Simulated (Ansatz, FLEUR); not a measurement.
## MnO: programs and potentials compared

```xyz
2
Lattice="0.0000 2.2239 2.2239 2.2239 0.0000 2.2239 2.2239 2.2239 0.0000" Properties=species:S:1:pos:R:3 pbc="T T T"
Mn    0.0000    0.0000    0.0000
O     2.2239    2.2239    2.2239
```

The cell is a database's computed one, not the measured one.

Alike in all runs: task band structure; functional RPBE; k mesh 10 × 10 × 10; occupations fermi-dirac, width 0.05 eV; collinear spin, ferromagnetic start; no spin-orbit coupling. The measured crystal is an antiferromagnetic insulator; the state found here is the runs' own. Pressure is positive in compression and, in plane waves, holds the error of the finite cutoff, which Ansatz's Pulay term estimates and takes out.

```json
{"program and potentials": "Ansatz, Ansatz PAW", "plane-wave cutoff (eV)": "420", "notes": "potentials made for PBE, which Ansatz adapts in part; Pulay term of +0.57 GPa included", "pressure (GPa)": "5.57", "net moment per atom (μB)": "2.41"}
{"program and potentials": "FLEUR, all-electron, FLAPW", "plane-wave cutoff (eV)": "-", "notes": "-", "pressure (GPa)": "-", "net moment per atom (μB)": "2.46"}
{"program and potentials": "Ansatz, all-electron LAPW, scalar-relativistic", "plane-wave cutoff (eV)": "-", "notes": "-", "pressure (GPa)": "5.56", "net moment per atom (μB)": "2.41"}
```

The pressure spans 5.56 (Ansatz, all-electron LAPW, scalar-relativistic) to 5.57 GPa (Ansatz, Ansatz PAW), with all-electron results at 5.56. The net moment per atom spans 2.41 (Ansatz, Ansatz PAW) to 2.46 μB (FLEUR, all-electron, FLAPW), with all-electron results at 2.41 to 2.46. Some sets were made for another functional than the one run, which can shift their rows. The state is the one that the start led to, which needn't be the lowest.

The functional is the same throughout but for its coding, so the spread measures potentials, basis and numerics; runs on potential files found faulty are left out.
